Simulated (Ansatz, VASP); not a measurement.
**Two plane-wave programs on Al**

The input INCAR:

```
SYSTEM = Al
ALGO = Fast
EDIFF = 1E-6
ENCUT = 520
GGA = PE
ISIF = 2
ISMEAR = 0
LASPH = .TRUE.
LCHARG = .TRUE.
LELF = .TRUE.
LREAL = .FALSE.
LVHAR = .TRUE.
LWAVE = .FALSE.
NBANDS = 8
NELM = 100
PREC = Accurate
SIGMA = 0.15
```

Contents of KPOINTS:

```
k-points
0
G
  20 20 20
  0 0 0
```

Contents of POSCAR:

```
Al
1.0
   -1.6175102401      1.7873488153      1.6175102401
    1.6175102401     -1.7873488153      1.6175102401
    1.4476716649      1.6175102401     -1.6175102401
Al
1
Direct
    0.0000000000      0.0000000000      0.0000000000
```

Input for Ansatz:

```yaml
crystal:
  lattice:
    - [-1.6175102401, 1.7873488153, 1.6175102401]
    - [1.6175102401, -1.7873488153, 1.6175102401]
    - [1.4476716649, 1.6175102401, -1.6175102401]
  atoms:
    - { symbol: Al, position: [0.0, 0.0, 0.0] }
basis:
  ecutwfc: 420
kpoints:
  mp_grid: { grid: [20, 20, 20] }
hamiltonian:
  xc: pbe
scf:
  occupations: { method: gaussian, width: 0.15 }
output:
  forces: true
  stress: true
  eigenvalues: true
```

Change from the starting cell: engineering shear strain xy -0.1050, strain +e along x and -e along y -0.0525.

Alike in both runs: task single point; functional PBE; k mesh 20 × 20 × 20; occupations gaussian, width 0.15 eV; no spin polarisation.

|  | VASP | Ansatz |
| --- | --- | --- |
| version | VASP 6.6.1 | Ansatz 0.2.0 |
| potentials or method | VASP PAW PBE potentials, release 64 (Al) | scalar-relativistic, plane waves, PAW |
| plane-wave cutoff (eV) | 520 | 420 |
| valence electrons in the cell | 3 | 3 |

```csv
,VASP,Ansatz,Ansatz less VASP
gap on the k mesh at the Fermi level (eV),none,none,-
pressure (GPa),1.2,1.2,+0.02
largest component of the traceless stress (GPa),4.30,4.31,+0.012
```

A gap of «none» marks a metal or a gap that the smearing closes. The functional is the same, so the differences come from potentials, cutoffs and numerics.
